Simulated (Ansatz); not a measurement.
# Al2Cu: how settings move the results

One table from this session's results is given with a row withheld; the runs are named, their logs left out.

Computed with Ansatz 0.2.0 (DFT PBEsol, scalar-relativistic, plane waves, PAW for the base; runs at other levels say so in their headings and inputs, unless a step's input says otherwise).

1 further run of the same task is left out (set aside as unsound or not needed). Runs told in other sessions of the task aren't counted.

## Starting point

The structure is tetragonal, space group P4/mmm (No. 123). The conventional cell has a = 4.105 Å, b = 4.105 Å, c = 2.891 Å, α = 90.00°, β = 90.00°, γ = 90.00°. Al (site symmetry mmm) is surrounded by 4 Cu at 2.51 Å. Cu (site symmetry 4/mmm) has 8 Al at 2.51 Å in its first shell of neighbours.

Coordinates:

```cif
data_structure
_symmetry_space_group_name_H-M 'P4/mmm'
_symmetry_Int_Tables_number 123
_cell_length_a 4.1052
_cell_length_b 4.1052
_cell_length_c 2.8913
_cell_angle_alpha 90.000
_cell_angle_beta 90.000
_cell_angle_gamma 90.000
_cell_volume 48.73
loop_
_atom_site_label
_atom_site_type_symbol
_atom_site_symmetry_multiplicity
_atom_site_Wyckoff_symbol
_atom_site_fract_x
_atom_site_fract_y
_atom_site_fract_z
_atom_site_occupancy
Al1 Al 2 e 0.50000 0.00000 0.50000 1
Cu1 Cu 1 a 0.00000 0.00000 0.00000 1
```

Source of the structure: the Materials Project (structure only). It is taken as it stands there.

## The base run, which the others are set against

Input file input.yaml:

```yaml
crystal:
  lattice:
    - [4.105182, 0.0, 0.0]
    - [0.0, 4.105182, 0.0]
    - [0.0, 0.0, 2.891313]
  atoms:
    - { symbol: Al, position: [0.5, 0.0, 0.5] }
    - { symbol: Al, position: [0.0, 0.5, 0.5] }
    - { symbol: Cu, position: [0.0, 0.0, 0.0] }
basis:
  ecutwfc: 420
kpoints:
  mp_grid: { grid: [10, 10, 14] }
hamiltonian:
  xc: pbesol
scf:
  occupations: { method: gaussian, width: 0.1 }
output:
  forces: true
  stress: true
  eigenvalues: true
  populations: true
```

Its results, from an earlier run: -2545.9816 eV/atom at zero smearing, pressure -2.40 GPa, largest force 0.000 eV/Å, no gap on the mesh, in 7 SCF cycles and 19 s.

Set-up of the first run:

Input file input.yaml:

```yaml
crystal:
  lattice:
    - [4.105182, 0.0, 0.0]
    - [0.0, 4.105182, 0.0]
    - [0.0, 0.0, 2.891313]
  atoms:
    - { symbol: Al, position: [0.5, 0.0, 0.5] }
    - { symbol: Al, position: [0.0, 0.5, 0.5] }
    - { symbol: Cu, position: [0.0, 0.0, 0.0] }
basis:
  ecutwfc: 420
kpoints:
  mp_grid: { grid: [10, 10, 14] }
hamiltonian:
  xc: lda
scf:
  occupations: { method: gaussian, width: 0.1 }
output:
  forces: true
  stress: true
  eigenvalues: true
  write_density: true
  write_potential: true
  elf: true
  volumetric_format: npy
relax:
  adjacent_minimum: "off"
  f_tol: 0.01
  max_steps: 60
  cell: { stress_tol: 0.05 }
```

On the command line:

```
ansatz run input.yaml --threads 1 --pin off --max-ram 2560MiB --backend cpu --events-out ev --progress --plain --runs-dir out
```

Among the steps run: Relaxing with functional LDA; Relaxing with functional PBEsol; Relaxing with functional PBE; Relaxing with functional r2SCAN.

One of the session's tables, all rows but one given; the rest of the session is left out.

```
functional  a (Å)  c (Å)  volume (Å³/atom)
       LDA      ?      ?                 ?
    PBEsol  4.084  2.846             15.83
       PBE  4.121  2.885             16.33
    r2SCAN  4.088  2.851             15.88
```

**Question.** Estimate the row for LDA.

**Answer.** a (Å): 4.043; c (Å): 2.822; volume (Å³/atom): 15.37. In the column «a (Å)» it is the lowest.
